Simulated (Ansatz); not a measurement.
# Cobalt, diamond under BLYP: structure, energy and stiffness, part 2 of 2

What does BLYP give for cobalt in the diamond structure? We relax it, solve it on a dense k-mesh, then scale the cell to 7 volumes from 88 to 112 % of the relaxed one and try a fit of the equation of state. The start is ferromagnetic. The k-meshes are 11×11×11 for the relaxation; 17×17×17 for the dense run; 12×12×12 for the volumes.

Ansatz 0.2.0; DFT, BLYP, plane waves (420 eV) with PAW, scalar-relativistic. Earlier steps stand in the parts before.

## 3. Single point on a dense mesh

This is Co in the diamond structure; at room conditions it is hcp.

Contents of input.yaml:

```yaml
crystal:
  lattice:
    - [0.0, 2.5781953392, 2.5781953392]
    - [2.5781953392, 0.0, 2.5781953392]
    - [2.5781953392, 2.5781953392, 0.0]
  atoms:
    - { symbol: Co, position: [0.125, 0.125, 0.125], spin: 1.731 }
    - { symbol: Co, position: [0.875, 0.875, 0.875], spin: 1.731 }
hamiltonian:
  xc: blyp
  pseudopotentials:
    kind: paw
    azcp:
      Co: "pseudopotentials/Co.paw.azcp"
basis:
  ecutwfc: 420
  fft_grid_basis: typed
kpoints:
  mp_grid: { grid: [17, 17, 17], shift: [0, 0, 0] }
magnetization:
  spin_polarized: true
scf:
  occupations: { method: fermi_dirac, width: 0.05 }
```

Output, shortened:

```text
Warning: RAYON_NUM_THREADS=2 ignored (pool sized by the plan → 2); use --threads N
[...]
Pseudopotentials: kind: paw
Pseudopotential: Co, paw, valence charge 17, recommended cutoff 420 eV (normal), <dir>
Functional definition: BLYP
[...]
Crystal: 2 atoms, lattice volume = 34.275 Å³
Basis set: ecut = 420 eV, 645 PW (Γ), exchange–correlation on 50×50×50 points (8 copies of the dense FFT grid, shifted against one another)
[...]
SCF converged after 11 iterations
Magnetization: 3.4358 μB (18.7179 up, 15.2821 down)
Absolute magnetization: 3.6548 μB (∫|ρ↑−ρ↓|, with the PAW one-centre terms)
Spin contamination: 0.0675 ħ² per cell (⟨S²⟩ above its minimum at these occupations)
Per-site moments (μB) at R_I (Å): [(1.7356423074403227, 0.9210228471121581), (1.7356423074403236, 0.9210228471121581)]
Free energy (F): -10266.663252 eV
[...]
E sigma→0 (E₀):  -10266.654613 eV
Entropy (-TS):   -0.017278 eV (-8.639 meV/atom)
Fermi energy:    10.606974 eV
[...]
```

Wall time 10 s (2 threads of Arm Neoverse V1, shared host); peak memory 0.45 GiB.

## 4. At 88 % of the relaxed volume

Contents of input.yaml:

```yaml
crystal:
  lattice:
    - [0.0, 2.4706432687, 2.4706432687]
    - [2.4706432687, 0.0, 2.4706432687]
    - [2.4706432687, 2.4706432687, 0.0]
  atoms:
    - { symbol: Co, position: [0.125, 0.125, 0.125], spin: 1.736 }
    - { symbol: Co, position: [0.875, 0.875, 0.875], spin: 1.736 }
hamiltonian:
  xc: blyp
  pseudopotentials:
    kind: paw
    azcp:
      Co: "pseudopotentials/Co.paw.azcp"
basis:
  ecutwfc: 420
  fft_grid_basis: typed
kpoints:
  mp_grid: { grid: [12, 12, 12], shift: [0, 0, 0] }
magnetization:
  spin_polarized: true
scf:
  occupations: { method: fermi_dirac, width: 0.05 }
  lower_state_search: "off"
output:
  stress: true
  write_density: true
  write_potential: true
  elf: true
  volumetric_format: npy
```

Output, shortened:

```text
Warning: RAYON_NUM_THREADS=2 ignored (pool sized by the plan → 2); use --threads N
[...]
[... 3 set-up lines as earlier in the session ...]
[...]
Crystal: 2 atoms, lattice volume = 30.162 Å³
Basis set: ecut = 420 eV, 609 PW (Γ), exchange–correlation on 48×48×48 points (8 copies of the dense FFT grid, shifted against one another)
[...]
Free energy (F): -10266.490705 eV
[...]
E sigma→0 (E₀):  -10266.478650 eV
Entropy (-TS):   -0.024109 eV (-12.055 meV/atom)
Fermi energy:    12.567170 eV
[...]
--- Stress (GPa, compression-positive) ---
       14.688531      -0.000000       0.000000
       -0.000000      14.688531       0.000000
       -0.000000       0.000000      14.688531
  P = ⅓ Tr σ = 14.6885 GPa (146.885 kbar)
--- Band table (eV; the first three rows and the last of 144) ---
[... band rows left out ...]
[...]
```

Wall time 7.8 s (2 threads of Arm Neoverse V1, shared host); peak memory 0.33 GiB.

The maps below are laid out on this run's own conventional cell (a, b, c = 4.941, 4.941, 4.941 Å).

Density in a lattice plane of the grid's cell (edges 4.94 and 4.94 Å, at 0.125 of the third edge), which holds Co. It is the smooth density of the valence electrons, not physical close to the nuclei.

Values in e/Å³, 12 rows by 12 columns:
```
 0.27  0.34  0.35  0.27  0.23  0.19  0.16  0.14  0.14  0.16  0.19  0.23
 0.16  0.14  0.14  0.16  0.19  0.23  0.28  0.36  0.36  0.28  0.22  0.19
 0.10  0.08  0.08  0.10  0.16  0.27  0.77  2.95  2.96  0.83  0.28  0.16
 0.08  0.06  0.06  0.08  0.14  0.35  2.51 23.65 24.48  2.96  0.36  0.14
 0.08  0.06  0.06  0.08  0.14  0.34  2.48 23.15 23.65  2.95  0.36  0.14
 0.10  0.08  0.08  0.10  0.16  0.27  0.74  2.48  2.51  0.77  0.28  0.16
 0.16  0.14  0.14  0.16  0.19  0.23  0.27  0.34  0.35  0.27  0.23  0.19
 0.28  0.36  0.36  0.28  0.22  0.19  0.16  0.14  0.14  0.16  0.19  0.23
 0.77  2.95  2.96  0.83  0.28  0.16  0.10  0.08  0.08  0.10  0.16  0.27
 2.51 23.65 24.48  2.96  0.36  0.14  0.08  0.06  0.06  0.08  0.14  0.35
 2.48 23.15 23.65  2.95  0.36  0.14  0.08  0.06  0.06  0.08  0.14  0.34
 0.74  2.48  2.51  0.77  0.28  0.16  0.10  0.08  0.08  0.10  0.16  0.27
```
Columns run along the first of these edges and rows up along the second, over one cell in 12 and 12 even steps from the bottom left corner. Atoms in the plane (fractional): Co at (0.12, 0.12), Co at (0.62, 0.62).

Spin density (up less down) in a lattice plane of the grid's cell (edges 4.94 and 4.94 Å, at 0.125 of the third edge), which holds Co.

Ten even steps from ' ' (-0.01 e/Å³) to '@' (4.99 e/Å³):
```
                                                
                                                
                                                
                                                
                                                
                          ..::--::..            
                          ::**@@##::            
                          ::**@@**::            
                          ..::--::..            
                                                
                                                
                                                
                                                
                                                
                                                
  ..::--::..                                    
  ::**@@##::                                    
  ::**@@**::                                    
  ..::--::..                                    
                                                
```
Columns run along the first of these edges and rows up along the second, over one cell in 24 and 20 even steps from the bottom left corner. Atoms in the plane (fractional): Co at (0.12, 0.12), Co at (0.62, 0.62).

## 5. At 92 % of the relaxed volume

Edit input.yaml of step 4 so:

```diff
@@ -2,5 +2,5 @@
   lattice:
-    - [0.0, 2.4706432687, 2.4706432687]
-    - [2.4706432687, 0.0, 2.4706432687]
-    - [2.4706432687, 2.4706432687, 0.0]
+    - [0.0, 2.5075239787, 2.5075239787]
+    - [2.5075239787, 0.0, 2.5075239787]
+    - [2.5075239787, 2.5075239787, 0.0]
   atoms:
```

Output, shortened:

```text
Warning: RAYON_NUM_THREADS=2 ignored (pool sized by the plan → 2); use --threads N
[...]
[... 3 set-up lines as earlier in the session ...]
[...]
Crystal: 2 atoms, lattice volume = 31.533 Å³
Basis set: ecut = 420 eV, 609 PW (Γ), exchange–correlation on 48×48×48 points (8 copies of the dense FFT grid, shifted against one another)
[...]
Free energy (F): -10266.591944 eV
[...]
E sigma→0 (E₀):  -10266.582561 eV
Entropy (-TS):   -0.018765 eV (-9.382 meV/atom)
Fermi energy:    11.859094 eV
[...]
--- Stress (GPa, compression-positive) ---
        9.044163      -0.000000       0.000000
       -0.000000       9.044163       0.000000
        0.000000      -0.000000       9.044163
  P = ⅓ Tr σ = 9.0442 GPa (90.442 kbar)
--- Band table (eV; the first three rows and the last of 144) ---
[... band rows left out ...]
[...]
```

Run time: 6.5 s. Hardware: 2 threads of Arm Neoverse V1, shared host; peak memory 0.34 GiB.

## 6. At 96 % of the relaxed volume

Edit input.yaml of step 5 so:

```diff
@@ -2,5 +2,5 @@
   lattice:
-    - [0.0, 2.5075239787, 2.5075239787]
-    - [2.5075239787, 0.0, 2.5075239787]
-    - [2.5075239787, 2.5075239787, 0.0]
+    - [0.0, 2.5433505902, 2.5433505902]
+    - [2.5433505902, 0.0, 2.5433505902]
+    - [2.5433505902, 2.5433505902, 0.0]
   atoms:
@@ -26,5 +26 @@
   stress: true
-  write_density: true
-  write_potential: true
-  elf: true
-  volumetric_format: npy
```

Output, shortened:

```text
Warning: RAYON_NUM_THREADS=2 ignored (pool sized by the plan → 2); use --threads N
[...]
[... 3 set-up lines as earlier in the session ...]
[...]
Crystal: 2 atoms, lattice volume = 32.904 Å³
Basis set: ecut = 420 eV, 645 PW (Γ), exchange–correlation on 50×50×50 points (8 copies of the dense FFT grid, shifted against one another)
[...]
Spin contamination: 0.0619 ħ² per cell (⟨S²⟩ above its minimum at these occupations)
Per-site moments (μB) at R_I (Å): [(1.7123591706633774, 0.9085750665103798), (1.7123591706633776, 0.9085750665103798)]
Free energy (F): -10266.647557 eV
[...]
E sigma→0 (E₀):  -10266.639125 eV
Entropy (-TS):   -0.016864 eV (-8.432 meV/atom)
Fermi energy:    11.207384 eV
[...]
--- Stress (GPa, compression-positive) ---
        4.091214       0.000000      -0.000000
        0.000000       4.091214       0.000000
       -0.000000      -0.000000       4.091214
  P = ⅓ Tr σ = 4.0912 GPa (40.912 kbar)
```

Wall time 4.4 s (2 threads of Arm Neoverse V1, shared host); peak memory 0.34 GiB.

## 7. At 100 % of the relaxed volume

Edit input.yaml of step 6 so:

```diff
@@ -2,5 +2,5 @@
   lattice:
-    - [0.0, 2.5433505902, 2.5433505902]
-    - [2.5433505902, 0.0, 2.5433505902]
-    - [2.5433505902, 2.5433505902, 0.0]
+    - [0.0, 2.5781953392, 2.5781953392]
+    - [2.5781953392, 0.0, 2.5781953392]
+    - [2.5781953392, 2.5781953392, 0.0]
   atoms:
```

Output, shortened:

```text
Warning: RAYON_NUM_THREADS=2 ignored (pool sized by the plan → 2); use --threads N
[...]
[... 3 set-up lines as earlier in the session ...]
[...]
Crystal: 2 atoms, lattice volume = 34.275 Å³
Basis set: ecut = 420 eV, 645 PW (Γ), exchange–correlation on 50×50×50 points (8 copies of the dense FFT grid, shifted against one another)
[...]
Spin contamination: 0.0670 ħ² per cell (⟨S²⟩ above its minimum at these occupations)
Per-site moments (μB) at R_I (Å): [(1.7357934643258217, 0.9210228471121581), (1.735793464325821, 0.9210228471121581)]
Free energy (F): -10266.664506 eV
[...]
E sigma→0 (E₀):  -10266.656115 eV
Entropy (-TS):   -0.016781 eV (-8.390 meV/atom)
Fermi energy:    10.609750 eV
[...]
--- Stress (GPa, compression-positive) ---
        0.026328       0.000000      -0.000000
        0.000000       0.026328       0.000000
       -0.000000       0.000000       0.026328
  P = ⅓ Tr σ = 0.0263 GPa (0.263 kbar)
```

It took 4.5 s on 2 threads of Arm Neoverse V1, shared host; peak memory 0.34 GiB.

## 8. At 104 % of the relaxed volume

Edit input.yaml of step 7 so:

```diff
@@ -2,5 +2,5 @@
   lattice:
-    - [0.0, 2.5781953392, 2.5781953392]
-    - [2.5781953392, 0.0, 2.5781953392]
-    - [2.5781953392, 2.5781953392, 0.0]
+    - [0.0, 2.6121228528, 2.6121228528]
+    - [2.6121228528, 0.0, 2.6121228528]
+    - [2.6121228528, 2.6121228528, 0.0]
   atoms:
```

Output, shortened:

```text
Warning: RAYON_NUM_THREADS=2 ignored (pool sized by the plan → 2); use --threads N
[...]
[... 3 set-up lines as earlier in the session ...]
[...]
Crystal: 2 atoms, lattice volume = 35.646 Å³
Basis set: ecut = 420 eV, 725 PW (Γ), exchange–correlation on 50×50×50 points (8 copies of the dense FFT grid, shifted against one another)
[...]
Spin contamination: 0.0721 ħ² per cell (⟨S²⟩ above its minimum at these occupations)
Per-site moments (μB) at R_I (Å): [(1.760463689565667, 0.9331429586864048), (1.7604636895656662, 0.9331429586864048)]
Free energy (F): -10266.650450 eV
[...]
E sigma→0 (E₀):  -10266.641821 eV
Entropy (-TS):   -0.017259 eV (-8.630 meV/atom)
Fermi energy:    10.057121 eV
[...]
--- Stress (GPa, compression-positive) ---
       -3.172173       0.000000      -0.000000
        0.000000      -3.172173      -0.000000
       -0.000000      -0.000000      -3.172173
  P = ⅓ Tr σ = -3.1722 GPa (-31.722 kbar)
```

Wall time 5.5 s (2 threads of Arm Neoverse V1, shared host); peak memory 0.34 GiB.

## 9. At 108 % of the relaxed volume

Edit input.yaml of step 8 so:

```diff
@@ -2,5 +2,5 @@
   lattice:
-    - [0.0, 2.6121228528, 2.6121228528]
-    - [2.6121228528, 0.0, 2.6121228528]
-    - [2.6121228528, 2.6121228528, 0.0]
+    - [0.0, 2.6451912095, 2.6451912095]
+    - [2.6451912095, 0.0, 2.6451912095]
+    - [2.6451912095, 2.6451912095, 0.0]
   atoms:
@@ -26 +26,5 @@
   stress: true
+  write_density: true
+  write_potential: true
+  elf: true
+  volumetric_format: npy
```

Output, shortened:

```text
Warning: RAYON_NUM_THREADS=2 ignored (pool sized by the plan → 2); use --threads N
[...]
[... 3 set-up lines as earlier in the session ...]
[...]
Crystal: 2 atoms, lattice volume = 37.017 Å³
Basis set: ecut = 420 eV, 725 PW (Γ), exchange–correlation on 54×54×54 points (8 copies of the dense FFT grid, shifted against one another)
[...]
Free energy (F): -10266.612116 eV
[...]
E sigma→0 (E₀):  -10266.603434 eV
Entropy (-TS):   -0.017365 eV (-8.682 meV/atom)
Fermi energy:    9.544749 eV
[...]
--- Stress (GPa, compression-positive) ---
       -5.687478       0.000000      -0.000000
        0.000000      -5.687478      -0.000000
        0.000000       0.000000      -5.687478
  P = ⅓ Tr σ = -5.6875 GPa (-56.875 kbar)
--- Band table (eV; the first three rows and the last of 144) ---
[... band rows left out ...]
[...]
```

Wall time 7.7 s (2 threads of Arm Neoverse V1, shared host); peak memory 0.36 GiB.

## 10. At 112 % of the relaxed volume

Edit input.yaml of step 9 so:

```diff
@@ -2,5 +2,5 @@
   lattice:
-    - [0.0, 2.6451912095, 2.6451912095]
-    - [2.6451912095, 0.0, 2.6451912095]
-    - [2.6451912095, 2.6451912095, 0.0]
+    - [0.0, 2.6774528184, 2.6774528184]
+    - [2.6774528184, 0.0, 2.6774528184]
+    - [2.6774528184, 2.6774528184, 0.0]
   atoms:
```

Output, shortened:

```text
Warning: RAYON_NUM_THREADS=2 ignored (pool sized by the plan → 2); use --threads N
[...]
[... 3 set-up lines as earlier in the session ...]
[...]
Crystal: 2 atoms, lattice volume = 38.388 Å³
Basis set: ecut = 420 eV, 749 PW (Γ), exchange–correlation on 54×54×54 points (8 copies of the dense FFT grid, shifted against one another)
[...]
Free energy (F): -10266.554548 eV
[...]
E sigma→0 (E₀):  -10266.545807 eV
Entropy (-TS):   -0.017482 eV (-8.741 meV/atom)
Fermi energy:    9.069438 eV
[...]
--- Stress (GPa, compression-positive) ---
       -7.685106       0.000000      -0.000000
        0.000000      -7.685106       0.000000
        0.000000       0.000000      -7.685106
  P = ⅓ Tr σ = -7.6851 GPa (-76.851 kbar)
--- Band table (eV; the first three rows and the last of 144) ---
[... band rows left out ...]
[...]
```

Wall time 8.7 s (2 threads of Arm Neoverse V1, shared host); peak memory 0.36 GiB.

## 11. Energy and pressure against volume

The cell was scaled evenly, with its shape and the fractional positions fixed.

```
V (Å³/atom)  E − E₀ (meV/atom)  P from the stress (GPa)  P from the fit (GPa)  largest moment (μB)
     15.081               88.6                    14.69                 15.54                 1.58
     15.766               36.6                     9.04                  9.15                 1.67
     16.452                8.4                     4.09                  4.08                 1.71
     17.137               -0.1                     0.03                  0.05                 1.74
     17.823                7.0                    -3.17                 -3.16                 1.76
     18.508               26.2                    -5.69                 -5.72                 1.79
     19.194               55.0                    -7.69                 -7.75                 1.81
```

A third-order Birch-Murnaghan fit gives V₀ = 17.147 Å³/atom, B₀ = 89 GPa and B₀′ = 4.7; it misses no point by more than 0.24 meV/atom.

Fit and stress differ a little: one follows E(σ → 0), the other the smeared free energy.

## 12. Summary of results

This closing draws on all 2 parts.

| quantity | value |
| --- | --- |
| space group (spins left aside) | Fd-3m (No. 227) |
| conventional cell | a = 5.156 Å |
| volume | 17.137 Å³/atom |
| shortest distance | 2.233 Å |
| gap on the mesh | none (levels filled in part) |
| magnetic state | ferromagnetic, up to 1.74 μB per atom |
| relative to hcp, ferromagnetic | +933 meV/atom |
| V₀, B₀, B₀′ | 17.147 Å³/atom, 89 GPa, 4.7 |

**Reading.** The relaxation enlarged the cell by 14.6 % in volume. Against the reference form of cobalt (hcp, ferromagnetic, computed apart with the same settings) it stands 933 meV/atom higher. The final state is ferromagnetic (largest moment 1.74 μB). No gap shows: it is a metal or semimetal at this level. The fitted modulus is 89 GPa. The symmetry was held, so the structure may be unstable against distortions that break it.
